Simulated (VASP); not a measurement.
# BeS (F-43m) in VASP: single point with PBE0

Aim: the single point of BeS with PBE0.

Everything below comes from runs of VASP 6.6.1. Logs are shortened: lines on timing, memory, paths and dates and some standing lists are left out, and cuts for length are marked.

## (1) Starting point

The structure is cubic, space group F-43m (No. 216). The conventional cell has a = 4.869 Å, b = 4.869 Å, c = 4.869 Å, α = 90.00°, β = 90.00°, γ = 90.00°. Around Be (site symmetry -43m) lie 4 S at 2.11 Å. Around S (site symmetry -43m) lie 4 Be at 2.11 Å.

## (2) Single point, PBE0

Contents of POSCAR:

```
BeS
1.0
    0.0000000000      2.4343066371      2.4343066371
    2.4343066371      0.0000000000      2.4343066371
    2.4343066371      2.4343066371      0.0000000000
Be S
1 1
Direct
    0.0000000000      0.0000000000      0.0000000000
    0.2500000000      0.2500000000      0.2500000000
```

Contents of INCAR.step1:

```
SYSTEM = BeS
PREC = Accurate ; ENCUT = 520
EDIFF = 1E-5 ; ISMEAR = 0
SIGMA = 0.01 ; LREAL = .False.
LASPH = .True. ; NELM = 60
ALGO = Normal ; ISIF = 2
LWAVE = .True. ; LCHARG = .False.
NBANDS = 11 ; GGA = PE
```

Contents of INCAR.step2:

```
SYSTEM = BeS
PREC = Accurate ; ENCUT = 520
EDIFF = 1E-7 ; ISMEAR = 0
SIGMA = 0.01 ; LREAL = .False.
LASPH = .True. ; NELM = 60
ALGO = Normal ; ISIF = 2
LWAVE = .False. ; LCHARG = .False.
GGA = PE ; LHFCALC = .True.
AEXX = 0.25 ; PRECFOCK = Normal
HFRCUT = -1 ; NBANDS = 11
ISTART = 1
```

Contents of KPOINTS:

```
Automatic mesh
0
Gamma
  6 6 6
  0 0 0
```

Potentials or basis: VASP PAW PBE potentials, release 64 (Be, S).

The run is started by

```bash
cat potpaw_PBE.64/Be/POTCAR potpaw_PBE.64/S/POTCAR > POTCAR
cp INCAR.step1 INCAR
mpirun -np 1 vasp_std > vasp.out
cp INCAR.step2 INCAR
mpirun -np 1 vasp_std > vasp.out
```

OUTCAR:

```text
SYSTEM = BeS
   PREC = Accurate
   ENCUT = 520
   EDIFF = 1E-7
   ISMEAR = 0
   LREAL = .False.
   LASPH = .True.
   NELM = 60
   ISIF = 2
   GGA = PE
   LHFCALC = .True.
   AEXX = 0.25
   PRECFOCK = Normal
   ISTART = 1

 ion  position               nearest neighbor table
   1  0.000  0.000  0.000-   2 2.11   2 2.11   2 2.11   2 2.11
   2  0.250  0.250  0.250-   1 2.11   1 2.11   1 2.11   1 2.11

  LATTYP: Found a face centered cubic cell.
 ALAT       =     4.8686132742

  Lattice vectors:

 A1 = (   0.0000000000,   2.4343066371,   2.4343066371)
 A2 = (   2.4343066371,   0.0000000000,   2.4343066371)
 A3 = (   2.4343066371,   2.4343066371,   0.0000000000)

Analysis of symmetry for initial positions (statically):
=====================================================================
 Subroutine PRICEL returns:
 Original cell was already a primitive cell.

 Routine SETGRP: Setting up the symmetry group for a
 face centered cubic supercell.

 Subroutine GETGRP returns: Found 24 space group operations
 (whereof 24 operations were pure point group operations)
 out of a pool of 48 trial point group operations.

The static configuration has the point symmetry T_d .

Analysis of symmetry for dynamics (positions and initial velocities):
=====================================================================
 Subroutine PRICEL returns:
 Original cell was already a primitive cell.

 Routine SETGRP: Setting up the symmetry group for a
 face centered cubic supercell.

 Subroutine GETGRP returns: Found 24 space group operations
 (whereof 24 operations were pure point group operations)
 out of a pool of 48 trial point group operations.

The dynamic configuration has the point symmetry T_d .

 Subroutine INISYM returns: Found 24 space group operations
 (whereof 24 operations are pure point group operations),
 and found     1 'primitive' translations

----------------------------------------------------------------------------------------

                                     Primitive cell

  volume of cell :      28.8507

  direct lattice vectors                    reciprocal lattice vectors
     0.000000000  2.434306637  2.434306637    -0.205397296  0.205397296  0.205397296
     2.434306637  0.000000000  2.434306637     0.205397296 -0.205397296  0.205397296
     2.434306637  2.434306637  0.000000000     0.205397296  0.205397296 -0.205397296

  length of vectors
     3.442629461  3.442629461  3.442629461     0.355758552  0.355758552  0.355758552

  position of ions in fractional coordinates (direct lattice)
     0.000000000  0.000000000  0.000000000
     0.250000000  0.250000000  0.250000000

  ion indices of the primitive-cell ions
   primitive index   ion index
                 1           1
                 2           2

----------------------------------------------------------------------------------------

 KPOINTS: Automatic mesh

Automatic generation of k-mesh.
 Grid dimensions read from file:
 generate k-points for:    6    6    6

 Generating k-lattice:

  Cartesian coordinates                     Fractional coordinates (reciprocal lattice)
    -0.034232883  0.034232883  0.034232883     0.166666667  0.000000000  0.000000000
     0.034232883 -0.034232883  0.034232883     0.000000000  0.166666667  0.000000000
     0.034232883  0.034232883 -0.034232883     0.000000000  0.000000000  0.166666667

  Length of vectors
     0.059293092  0.059293092  0.059293092

  Shift w.r.t. Gamma in fractional coordinates (k-lattice)
     0.000000000  0.000000000  0.000000000

 Subroutine IBZKPT returns following result:
 ===========================================

 Found     16 irreducible k-points:

 Following reciprocal coordinates:
            Coordinates               Weight
  0.000000  0.000000  0.000000      1.000000
  0.166667  0.000000  0.000000      8.000000
  0.333333  0.000000  0.000000      8.000000
  0.500000  0.000000  0.000000      4.000000
  0.166667  0.166667  0.000000      6.000000
  0.333333  0.166667  0.000000     24.000000
[... 8 lines left out ...]
 -0.333333  0.333333  0.166667     24.000000
 -0.333333  0.500000  0.166667     12.000000
   k-points           NKPTS =     16   k-points in BZ     NKDIM =    216   number of bands    NBANDS=     11
   number of dos      NEDOS =    301   number of ions     NIONS =      2
   total plane-waves  NPLWV =  21952
   dimension x,y,z NGX =    28 NGY =   28 NGZ =   28
   dimension x,y,z NGXF=    56 NGYF=   56 NGZF=   56
   ions per type =               1   1
   NGX,Y,Z   is equivalent  to a cutoff of  13.52, 13.52, 13.52 a.u.
   NGXF,Y,Z  is equivalent  to a cutoff of  27.04, 27.04, 27.04 a.u.
 SYSTEM =  BeS
   PREC   = accura    normal or accurate (medium, high low for compatibility)
   ISTART =      1    job   : 0-new  1-cont  2-samecut
   ICHARG =      0    charge: 1-file 2-atom 10-const
   ISPIN  =      1    spin polarized calculation?
   LNONCOLLINEAR =      F non collinear calculations
   LSORBIT =      F    spin-orbit coupling
   LASPH  =      T    aspherical Exc in radial PAW
   ENCUT  =  520.0 eV  38.22 Ry    6.18 a.u.   6.40  6.40  6.40*2*pi/ulx,y,z
   NELM   =     60;   NELMIN=  2; NELMDL=  0     # of ELM steps
   EDIFF  = 0.1E-06   stopping-criterion for ELM
   LREAL  =      F    real-space projection
   EDIFFG = 0.1E-05   stopping-criterion for IOM
   NSW    =      0    number of steps for IOM
   IBRION =     -1    ionic relax: 0-MD 1-quasi-New 2-CG
   NFREE  =      0    steps in history (QN), initial steepest desc. (CG)
   ISIF   =      2    stress and relaxation
   ISYM   =      3    0-nonsym 1-usesym 2-fastsym
   POTIM  = 0.5000    time-step for ionic-motion
   TEBEG  =    0.0;   TEEND  =   0.0 temperature during run
   PSTRESS=    0.0 pullay stress
   NELECT =       8.0000    total number of electrons
   NUPDOWN=      -1.0000    fix difference up-down
   EMIN   =  10.00;   EMAX   =-10.00  energy-range for DOS
   EFERMI =   0.00;   METHOD = LEGACY
   ISMEAR =     0;   SIGMA  =   0.01  broadening in eV -4-tet -1-fermi 0-gaus
   EFERMI_NEDOS =   21; number of points for ismear=-14 and -15
   IALGO  =     38    algorithm
   IMIX   =      1    mixing-type and parameters
     AMIX     =   0.40;   BMIX     =  1.00
     AMIX_MAG =   1.60;   BMIX_MAG =  1.00
  volume/ion in A,a.u.               =      14.43        97.35
  Fermi-wavevector in a.u.,A,eV,Ry     =   1.067545  2.017368 15.505913  1.139652
  Thomas-Fermi vector in A             =   2.203165
   LORBIT       =      0    0 simple, 1 ext, 2 COOP (PROOUT), +10 PAW based schemes
   GGA     = PE    functional components
   LHFCALC =     T    Hartree Fock is set to
   PRECFOCK=normal    Normal, Fast or Accurate (Low or Medium for compatibility)
   ENCUT4O =  -1.0   cutoff for four orbital integrals eV
   NKREDX  =     1    reduce k-point grid by
   NKREDY  =     1    reduce k-point grid by
   NKREDZ  =     1    reduce k-point grid by
   AEXX    =    0.2500 exact exchange contribution
   HFSCREEN=    0.0000 screening length (either q_TF or 0.3 A-1)
   HFSCREENC=   0.0000 screening length for correlation (either q_TF or 0.3 A-1)
   ENCUTFOCK=  -1.0 apply spherical cutoff to Coloumb kernel
   IVDW    =     0    specifies the selected vdW correction
   LEPSILON=     F    determine dielectric tensor
   LRPA    =     F    only Hartree local field effects (RPA)
 non-spin polarized calculation
 Gauss-broadening in eV      SIGMA  =   0.01
  energy-cutoff  :      520.00
  volume of cell :       28.85
 maximum number of plane-waves:       791
 NGX is ok and might be reduce to    28
  NGX = 20; NGY = 20; NGZ = 20

 number of electron       7.9999999 magnetization

 Free energy of the ion-electron system (eV)
  ---------------------------------------------------
  ext. energy  EPLUGINS =         0.00000000
  ---------------------------------------------------
  free energy    TOTEN  =       -11.98229185 eV

  energy without entropy =      -11.98229185  energy(sigma->0) =      -11.98229185

 E-fermi :   3.0849     XC(G=0):  -7.6604

 val. band max:        3.0329275909   @ k =   0.0000   0.0000   0.0000
 cond. band min:       7.8202627926   @ k =   0.5000   0.5000   0.0000
 fundamental gap:      4.7873352017
 Fermi energy:         3.0848512675

 k-point     1 :       0.0000    0.0000    0.0000
  band No.  band energies     occupation
      1     -12.0359      2.00000
      2       3.0329      2.00000
      3       3.0329      2.00000
      4       3.0329      2.00000
      5      10.6397      0.00000
      6      10.6397      0.00000
      7      10.6397      0.00000
      8      10.7101      0.00000
      9      18.0455      0.00000
     10      18.0455      0.00000
     11      19.9546      0.00000

 k-point     2 :       0.1667    0.0000    0.0000
  band No.  band energies     occupation
      1     -11.6973      2.00000
      2       0.9949      2.00000
      3       2.6871      2.00000
      4       2.6871      2.00000
      5      10.4774      0.00000
      6      11.2395      0.00000
      7      11.2395      0.00000
      8      12.8568      0.00000
      9      17.0458      0.00000
     10      17.0458      0.00000
     11      19.6471      0.00000

 k-point     3 :       0.3333    0.0000    0.0000
  band No.  band energies     occupation
      1     -10.8558      2.00000
      2      -1.9565      2.00000
      3       2.1393      2.00000
      4       2.1393      2.00000
      5      10.3787      0.00000
      6      11.6715      0.00000
      7      11.6715      0.00000
      8      15.5065      0.00000
      9      17.8516      0.00000
     10      17.8516      0.00000
     11      19.3601      0.00000
[... 155 lines left out ...]
 k-point    15 :      -0.3333    0.3333    0.1667
  band No.  band energies     occupation
      1      -9.8179      2.00000
      2      -2.2941      2.00000
      3      -0.7225      2.00000
      4       0.4711      2.00000
      5      11.0453      0.00000
      6      12.0183      0.00000
      7      14.6313      0.00000
      8      15.4309      0.00000
      9      16.4654      0.00000
     10      20.9383      0.00000
     11      21.7124      0.00000

 k-point    16 :      -0.3333    0.5000    0.1667
  band No.  band energies     occupation
      1      -9.6492      2.00000
      2      -2.0380      2.00000
      3      -0.6792      2.00000
      4      -0.3917      2.00000
      5       9.9552      0.00000
      6      11.6054      0.00000
      7      15.2128      0.00000
      8      15.7223      0.00000
      9      19.8447      0.00000
     10      19.9017      0.00000
     11      22.4916      0.00000

------------------------ aborting loop because EDIFF is reached ----------------------------------------

  FORCE on cell =-STRESS in cart. coord.  units (eV):
  Direction    XX          YY          ZZ          XY          YZ          ZX
  --------------------------------------------------------------------------------------
  -------------------------------------------------------------------------------------
  Total       -0.1867733     -0.1867733     -0.1867733      0.0000000      0.0000000      0.0000000
  in kB      -10.3721654    -10.3721654    -10.3721654      0.0000000      0.0000000      0.0000000
  external PRESSURE =     -10.3721654 kB  Pullay stress =       0.0000000 kB

 VOLUME and BASIS-vectors are now :
 -----------------------------------------------------------------------------
  energy-cutoff  :      520.00
  volume of cell :       28.85
      direct lattice vectors                 reciprocal lattice vectors
     0.000000000  2.434306637  2.434306637    -0.205397296  0.205397296  0.205397296
     2.434306637  0.000000000  2.434306637     0.205397296 -0.205397296  0.205397296
     2.434306637  2.434306637  0.000000000     0.205397296  0.205397296 -0.205397296

 POSITION                                       TOTAL-FORCE (eV/Angst)
 -----------------------------------------------------------------------------------
      0.00000      0.00000      0.00000         0.000000      0.000000     -0.000000
      1.21715      1.21715      1.21715        -0.000000     -0.000000      0.000000
 -----------------------------------------------------------------------------------
    total drift:                                0.000000     -0.000000     -0.000000

  FREE ENERGIE OF THE ION-ELECTRON SYSTEM (eV)
  ---------------------------------------------------
  free  energy   TOTEN  =       -11.9822918511 eV

  energy  without entropy=      -11.9822918511  energy(sigma->0) =      -11.98229185
```

It took 4.2 min on 1 thread of Intel Xeon 6975P-C (Granite Rapids), shared host; peak memory 0.16 GiB.

What came out:

- Free energy: -11.9823 eV
- Pressure: -1.0 GPa
- Band gap on the k mesh: 4.79 eV, indirect (least direct gap 7.61 eV)

Levels at points of the mesh, in eV from the valence-band top:
```csv
k point,band 1,band 2,band 3,band 4,band 5,band 6,band 7,band 8,band 9
"(0.00, 0.00, 0.00)",-15.07,0.00,0.00,0.00,7.61,7.61,7.61,7.68,15.01
"(0.50, 0.00, 0.00)",-13.32,-6.34,-1.12,-1.12,7.29,8.52,8.52,13.23,17.30
"(0.50, 0.50, 0.00)",-12.72,-5.53,-2.86,-2.86,4.79,6.70,15.20,15.20,17.85
```

Caveat: the PAW data sets were made with another functional, which shifts forces and pressure a little.
